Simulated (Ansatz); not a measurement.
## Bi in Ansatz: the effect of functional

Crystal: Bi.

```
Bi
1.0
     3.17227    0.00000    0.00000
     0.00000    3.15588    0.00000
    -0.07881    0.00000    6.31234
Bi
2
Direct
  0.54425 0.00000 0.74958
  0.45575 0.00000 0.25042
```

This isn't the form of Bi at room conditions, which is rhombohedral.

The cell isn't the ideal one: volume scaled by 0.94.

Alike in all runs:

```yaml
Program: Ansatz 0.2.0
Task: single point
Potentials_or_basis: Ansatz PAW
k_mesh: 8 × 8 × 4
Occupations: fermi-dirac, width 0.05 eV
Spin: no spin polarisation
```

```tsv
functional	cutoff	pressure (GPa)	largest force (eV/Å)
LDA	420 eV (not typed: the program's choice for these potentials)	1.8	0.01
PBEsol	420 eV (not typed: the program's choice for these potentials)	3.3	0.02
r2SCAN	500 eV (not typed: the program's choice for these potentials)	?	?
```

Problem. What does the run with functional r2SCAN give?

Solution. Pressure 5.2 GPa; largest force 0.02 eV/Å.

Caveats: the PAW data sets come from PBE, with cores solved anew for the run's functional, which leaves a small shift of forces and pressure.
